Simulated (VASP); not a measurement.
All values below come from PBE GGA, VASP's PBE PAW potentials (set 64) (plane waves; VASP).

VASP input:

**KPOINTS**
```
Automatic
0
gamma
 8 8 5
0 0 0
```

**POSCAR**
```
BeO
1
    1.3568908914    -2.3502043804     0.0000000000
    1.3568908914     2.3502043804     0.0000000000
    0.0000000000     0.0000000000     4.4051592171
Be O
2 2
Direct
  0.6666670000   0.3333330000   0.5000376323
  0.3333330000   0.6666670000   0.0000376323
  0.6666670000   0.3333330000   0.8779623677
  0.3333330000   0.6666670000   0.3779623677
```

INCAR:
```
ALGO = Normal
EDIFF = 1E-7
ENCUT = 650
GGA = PE
IBRION = 6
ISIF = 3
ISMEAR = 0
LASPH = .True.
LCHARG = .False.
LREAL = .False.
LWAVE = .False.
NELM = 100
NFREE = 2
NSW = 1
POTIM = 0.015
PREC = Accurate
SIGMA = 0.05
SYSTEM = BeO
```

POTCAR, in this order: Be O (PBE.64 set). Program: vasp_std.

The resulting files:

**OSZICAR**
```
...
DAV:   6    -0.284706457367E+02    0.17480E-05   -0.11978E-06  2756   0.121E-02    0.116E-03
DAV:   7    -0.284706453966E+02    0.34017E-06   -0.45604E-08  1712   0.301E-03    0.153E-04
DAV:   8    -0.284706453748E+02    0.21748E-07   -0.14189E-08  1516   0.134E-03
  12 F= -.28470645E+02 E0= -.28470645E+02  d E =-.987638E-14
       N       E                     dE             d eps       ncg     rms          rms(c)
DAV:   1    -0.284911735177E+02   -0.20528E-01   -0.98238E-01  2544   0.945E+00    0.101E+00
DAV:   2    -0.284776084497E+02    0.13565E-01   -0.10598E-02  2888   0.116E+00    0.585E-01
DAV:   3    -0.284705786953E+02    0.70298E-02   -0.84523E-03  2780   0.106E+00    0.330E-02
DAV:   4    -0.284706391772E+02   -0.60482E-04   -0.58930E-04  2660   0.251E-01    0.282E-02
DAV:   5    -0.284706435516E+02   -0.43744E-05   -0.73924E-06  2840   0.339E-02    0.954E-03
DAV:   6    -0.284706454359E+02   -0.18844E-05   -0.27433E-06  2644   0.186E-02    0.444E-03
DAV:   7    -0.284706453259E+02    0.11002E-06   -0.24929E-07  2648   0.674E-03    0.995E-04
DAV:   8    -0.284706453312E+02   -0.52592E-08   -0.76799E-08  1488   0.287E-03
  13 F= -.28470645E+02 E0= -.28470645E+02  d E =-.987761E-14
       N       E                     dE             d eps       ncg     rms          rms(c)
DAV:   1    -0.284777366478E+02   -0.70913E-02   -0.43662E-01  4404   0.696E+00    0.527E-01
DAV:   2    -0.284741512009E+02    0.35854E-02   -0.51202E-03  5052   0.828E-01    0.305E-01
DAV:   3    -0.284722034141E+02    0.19478E-02   -0.23420E-03  4800   0.568E-01    0.160E-02
DAV:   4    -0.284722219127E+02   -0.18499E-04   -0.18537E-04  4792   0.144E-01    0.155E-02
DAV:   5    -0.284722222222E+02   -0.30953E-06   -0.26413E-06  4860   0.215E-02    0.534E-03
DAV:   6    -0.284722227088E+02   -0.48656E-06   -0.11714E-06  4804   0.120E-02    0.212E-03
DAV:   7    -0.284722226951E+02    0.13684E-07   -0.11667E-07  3044   0.452E-03
  14 F= -.28472223E+02 E0= -.28472223E+02  d E =-.178644E-17
       N       E                     dE             d eps       ncg     rms          rms(c)
DAV:   1    -0.284723525649E+02   -0.12986E-03   -0.78853E-02  4396   0.230E+00    0.120E-01
DAV:   2    -0.284722836642E+02    0.68901E-04   -0.11543E-03  5084   0.374E-01    0.707E-02
DAV:   3    -0.284722197047E+02    0.63960E-04   -0.24646E-04  4732   0.197E-01    0.869E-03
DAV:   4    -0.284722226790E+02   -0.29743E-05   -0.29485E-05  5004   0.565E-02    0.732E-03
DAV:   5    -0.284722226407E+02    0.38236E-07   -0.17871E-06  4816   0.183E-02    0.768E-04
DAV:   6    -0.284722226916E+02   -0.50826E-07   -0.35334E-07  4784   0.600E-03
  15 F= -.28472223E+02 E0= -.28472223E+02  d E =-.774977E-18
       N       E                     dE             d eps       ncg     rms          rms(c)
DAV:   1    -0.284716327796E+02    0.58986E-03   -0.75202E-02   980   0.248E+00    0.802E-02
DAV:   2    -0.284716725018E+02   -0.39722E-04   -0.16000E-03  1276   0.467E-01    0.574E-02
DAV:   3    -0.284715955433E+02    0.76958E-04   -0.12103E-04  1140   0.141E-01    0.229E-02
DAV:   4    -0.284715695008E+02    0.26042E-04   -0.45922E-05  1272   0.823E-02    0.125E-02
DAV:   5    -0.284715636852E+02    0.58157E-05   -0.21979E-05  1240   0.777E-02    0.374E-03
DAV:   6    -0.284715638990E+02   -0.21386E-06   -0.39884E-06  1216   0.275E-02    0.236E-03
DAV:   7    -0.284715633774E+02    0.52165E-06   -0.93014E-07  1192   0.108E-02    0.497E-04
DAV:   8    -0.284715634582E+02   -0.80785E-07   -0.32142E-08   660   0.317E-03
  16 F= -.28471563E+02 E0= -.28471563E+02  d E =-.114311E-18
       N       E                     dE             d eps       ncg     rms          rms(c)
DAV:   1    -0.284715750755E+02   -0.11698E-04   -0.13474E-01  1040   0.332E+00    0.119E-01
DAV:   2    -0.284716556293E+02   -0.80554E-04   -0.30959E-03  1244   0.637E-01    0.812E-02
DAV:   3    -0.284715596670E+02    0.95962E-04   -0.52785E-04  1160   0.250E-01    0.266E-02
DAV:   4    -0.284715489537E+02    0.10713E-04   -0.38288E-05  1236   0.113E-01    0.148E-02
DAV:   5    -0.284715480129E+02    0.94084E-06   -0.48872E-05  1232   0.103E-01    0.744E-03
DAV:   6    -0.284715477138E+02    0.29912E-06   -0.57936E-06  1180   0.358E-02    0.282E-03
DAV:   7    -0.284715478187E+02   -0.10490E-06   -0.21640E-06  1200   0.161E-02    0.121E-03
DAV:   8    -0.284715477843E+02    0.34354E-07   -0.10080E-07   752   0.603E-03
  17 F= -.28471548E+02 E0= -.28471548E+02  d E =-.678205E-14
       N       E                     dE             d eps       ncg     rms          rms(c)
DAV:   1    -0.284705976035E+02    0.95022E-03   -0.12820E+00  3916   0.113E+01    0.157E-01
DAV:   2    -0.284723745172E+02   -0.17769E-02   -0.21094E-02  5172   0.154E+00    0.912E-02
DAV:   3    -0.284721670909E+02    0.20743E-03   -0.25931E-04  4512   0.219E-01    0.430E-02
DAV:   4    -0.284721306067E+02    0.36484E-04   -0.20337E-04  5156   0.173E-01    0.130E-02
DAV:   5    -0.284721329432E+02   -0.23365E-05   -0.35423E-05  4860   0.682E-02    0.742E-03
DAV:   6    -0.284721328794E+02    0.63890E-07   -0.15322E-06  4892   0.168E-02    0.522E-03
DAV:   7    -0.284721328958E+02   -0.16435E-07   -0.18693E-06  4856   0.171E-02    0.235E-03
DAV:   8    -0.284721327727E+02    0.12306E-06   -0.41748E-07  5012   0.117E-02    0.433E-04
DAV:   9    -0.284721327849E+02   -0.12192E-07   -0.10632E-07  2444   0.413E-03
  18 F= -.28472133E+02 E0= -.28472133E+02  d E =-.336871E-16
       N       E                     dE             d eps       ncg     rms          rms(c)
DAV:   1    -0.284711136239E+02    0.10191E-02   -0.26248E+00  4008   0.154E+01    0.247E-01
DAV:   2    -0.284727801199E+02   -0.16665E-02   -0.31343E-02  5064   0.188E+00    0.142E-01
DAV:   3    -0.284721000730E+02    0.68005E-03   -0.17064E-03  4680   0.532E-01    0.316E-02
DAV:   4    -0.284721360549E+02   -0.35982E-04   -0.30856E-04  5000   0.167E-01    0.277E-02
DAV:   5    -0.284721329841E+02    0.30708E-05   -0.51153E-06  4616   0.319E-02    0.123E-02
DAV:   6    -0.284721327746E+02    0.20949E-06   -0.47211E-06  4952   0.272E-02    0.210E-03
DAV:   7    -0.284721328089E+02   -0.34378E-07   -0.43158E-07  4352   0.718E-03
  19 F= -.28472133E+02 E0= -.28472133E+02  d E =-.315850E-16
       N       E                     dE             d eps       ncg     rms          rms(c)
DAV:   1    -0.284697123934E+02    0.24204E-02   -0.24612E+00   960   0.158E+01    0.161E-01
DAV:   2    -0.284716924891E+02   -0.19801E-02   -0.29013E-02  1276   0.190E+00    0.102E-01
DAV:   3    -0.284712706345E+02    0.42185E-03   -0.78769E-04  1204   0.370E-01    0.345E-02
DAV:   4    -0.284712465925E+02    0.24042E-04   -0.21708E-04  1232   0.155E-01    0.154E-02
DAV:   5    -0.284712394460E+02    0.71465E-05   -0.24858E-05  1172   0.602E-02    0.416E-03
DAV:   6    -0.284712395688E+02   -0.12284E-06   -0.34885E-06  1248   0.208E-02    0.119E-03
DAV:   7    -0.284712397940E+02   -0.22520E-06   -0.28716E-07  1060   0.615E-03    0.530E-04
DAV:   8    -0.284712398784E+02   -0.84363E-07   -0.19768E-08   708   0.271E-03
  20 F= -.28471240E+02 E0= -.28471240E+02  d E =-.130313E-14
       N       E                     dE             d eps       ncg     rms          rms(c)
DAV:   1    -0.284697293689E+02    0.15104E-02   -0.43606E+00   960   0.207E+01    0.252E-01
DAV:   2    -0.284721437252E+02   -0.24144E-02   -0.50631E-02  1260   0.248E+00    0.153E-01
DAV:   3    -0.284712594609E+02    0.88426E-03   -0.19761E-03  1112   0.564E-01    0.508E-02
DAV:   4    -0.284712678977E+02   -0.84368E-05   -0.47260E-04  1228   0.225E-01    0.202E-02
DAV:   5    -0.284712708452E+02   -0.29476E-05   -0.17890E-05  1096   0.454E-02    0.884E-03
DAV:   6    -0.284712715142E+02   -0.66897E-06   -0.15264E-06  1208   0.150E-02    0.187E-03
DAV:   7    -0.284712714532E+02    0.61031E-07   -0.15918E-07   780   0.625E-03
  21 F= -.28471271E+02 E0= -.28471271E+02  d E =-.293784E-19
```

### OUTCAR
```
------------------------ aborting loop because EDIFF is reached ----------------------------------------
  FORCE on cell =-STRESS in cart. coord.  units (eV):
  Direction    XX          YY          ZZ          XY          YZ          ZX
  --------------------------------------------------------------------------------------
  Total       -0.1138530     -0.1138530      0.0092679     -0.0000000      0.0000000      0.0000000
  in kB       -6.4925130     -6.4925153      0.5285078     -0.0000000      0.0000000      0.0000000
  external PRESSURE =      -4.1521735 kB  Pullay stress =       0.0000000 kB
  volume of cell :       28.10
      direct lattice vectors                 reciprocal lattice vectors
     1.356890891 -2.350204380  0.000000000     0.368489466 -0.212747455  0.000000000
     1.356890891  2.350204380  0.000000000     0.368489466  0.212747455  0.000000000
     0.000000000  0.000000000  4.405159217     0.000000000  0.000000000  0.227006551
 POSITION                                       TOTAL-FORCE (eV/Angst)
 -----------------------------------------------------------------------------------
      1.35689     -0.78340      2.20275        -0.000000      0.000000     -0.052202
      1.35689      0.78340      0.00017         0.000000      0.000000     -0.087481
      1.35689     -0.78340      3.85256        -0.000000      0.000000      0.292586
      1.35689      0.78340      1.66498         0.000000     -0.000000     -0.152902
 -----------------------------------------------------------------------------------
    total drift:                               -0.000000      0.000000      0.000658
  FREE ENERGIE OF THE ION-ELECTRON SYSTEM (eV)
  ---------------------------------------------------
  free  energy   TOTEN  =       -28.4712714532 eV

  energy  without entropy=      -28.4712714532  energy(sigma->0) =      -28.47127145

   1 f  =   25.777799 THz   161.966690 2PiTHz  859.854830 cm-1   106.608364 meV
             X         Y         Z           dx          dy          dz
      1.356891 -0.783403  2.202745    -0.000000    0.000000    0.685226
      1.356891  0.783403  0.000166    -0.000000    0.000000   -0.685226
      1.356891 -0.783403  3.867564     0.000000   -0.000000    0.174543
      1.356891  0.783403  1.664984     0.000000   -0.000000   -0.174543

   2 f  =   21.076569 THz   132.427990 2PiTHz  703.038672 cm-1    87.165647 meV
             X         Y         Z           dx          dy          dz
      1.356891 -0.783403  2.202745     0.000000    0.565552   -0.000000
      1.356891  0.783403  0.000166     0.000000    0.565552   -0.000000
      1.356891 -0.783403  3.867564    -0.000000   -0.424442    0.000000
      1.356891  0.783403  1.664984    -0.000000   -0.424442   -0.000000

   3 f  =   21.076565 THz   132.427966 2PiTHz  703.038547 cm-1    87.165631 meV
             X         Y         Z           dx          dy          dz
      1.356891 -0.783403  2.202745     0.565552   -0.000000    0.000000
      1.356891  0.783403  0.000166     0.565552   -0.000000    0.000000
      1.356891 -0.783403  3.867564    -0.424442    0.000000   -0.000000
      1.356891  0.783403  1.664984    -0.424442    0.000000   -0.000000

   4 f  =   20.827594 THz   130.863631 2PiTHz  694.733745 cm-1    86.135968 meV
             X         Y         Z           dx          dy          dz
      1.356891 -0.783403  2.202745    -0.000000    0.000000    0.174543
      1.356891  0.783403  0.000166     0.000000    0.000000   -0.174543
      1.356891 -0.783403  3.867564    -0.000000   -0.000000   -0.685226
      1.356891  0.783403  1.664984    -0.000000   -0.000000    0.685226

   5 f  =   19.919165 THz   125.155807 2PiTHz  664.431837 cm-1    82.379012 meV
             X         Y         Z           dx          dy          dz
      1.356891 -0.783403  2.202745     0.000000   -0.581496    0.000000
      1.356891  0.783403  0.000166    -0.000000    0.581496    0.000000
      1.356891 -0.783403  3.867564     0.000000   -0.402321   -0.000000
      1.356891  0.783403  1.664984    -0.000000    0.402321   -0.000000

   6 f  =   19.919162 THz   125.155785 2PiTHz  664.431719 cm-1    82.378997 meV
             X         Y         Z           dx          dy          dz
      1.356891 -0.783403  2.202745     0.581496    0.000000    0.000000
      1.356891  0.783403  0.000166    -0.581496   -0.000000    0.000000
      1.356891 -0.783403  3.867564     0.402321    0.000000   -0.000000
      1.356891  0.783403  1.664984    -0.402321   -0.000000   -0.000000

   7 f  =   19.853478 THz   124.743081 2PiTHz  662.240739 cm-1    82.107350 meV
             X         Y         Z           dx          dy          dz
      1.356891 -0.783403  2.202745    -0.000000    0.000000    0.565418
      1.356891  0.783403  0.000166     0.000000   -0.000000    0.565418
      1.356891 -0.783403  3.867564    -0.000000    0.000000   -0.424620
      1.356891  0.783403  1.664984     0.000000   -0.000000   -0.424620

   8 f  =    9.793237 THz    61.532720 2PiTHz  326.667209 cm-1    40.501554 meV
             X         Y         Z           dx          dy          dz
      1.356891 -0.783403  2.202745    -0.000000    0.402321   -0.000000
      1.356891  0.783403  0.000166     0.000000   -0.402321   -0.000000
      1.356891 -0.783403  3.867564     0.000000   -0.581496    0.000000
      1.356891  0.783403  1.664984    -0.000000    0.581496    0.000000

   9 f  =    9.793235 THz    61.532709 2PiTHz  326.667151 cm-1    40.501547 meV
             X         Y         Z           dx          dy          dz
      1.356891 -0.783403  2.202745    -0.402321   -0.000000   -0.000000
      1.356891  0.783403  0.000166     0.402321    0.000000    0.000000
      1.356891 -0.783403  3.867564     0.581496    0.000000    0.000000
      1.356891  0.783403  1.664984    -0.581496   -0.000000    0.000000

  10 f/i=    0.000672 THz     0.004219 2PiTHz    0.022399 cm-1     0.002777 meV
             X         Y         Z           dx          dy          dz
      1.356891 -0.783403  2.202745    -0.403580    0.131432    0.000000
      1.356891  0.783403  0.000166    -0.403580    0.131432    0.000000
      1.356891 -0.783403  3.867564    -0.537754    0.175128    0.000000
      1.356891  0.783403  1.664984    -0.537754    0.175128    0.000000

  11 f/i=    0.000672 THz     0.004219 2PiTHz    0.022399 cm-1     0.002777 meV
             X         Y         Z           dx          dy          dz
      1.356891 -0.783403  2.202745    -0.131432   -0.403580   -0.000000
      1.356891  0.783403  0.000166    -0.131432   -0.403580   -0.000000
      1.356891 -0.783403  3.867564    -0.175128   -0.537754   -0.000000
      1.356891  0.783403  1.664984    -0.175128   -0.537754   -0.000000

  12 f/i=    0.005633 THz     0.035395 2PiTHz    0.187908 cm-1     0.023298 meV
             X         Y         Z           dx          dy          dz
      1.356891 -0.783403  2.202745    -0.000000    0.000000   -0.424620
      1.356891  0.783403  0.000166    -0.000000    0.000000   -0.424620
      1.356891 -0.783403  3.867564    -0.000000    0.000000   -0.565418
      1.356891  0.783403  1.664984    -0.000000    0.000000   -0.565418

...
```
(Selected blocks of OUTCAR.)

The compound is BeO in the wurtzite structure. It was relaxed first.
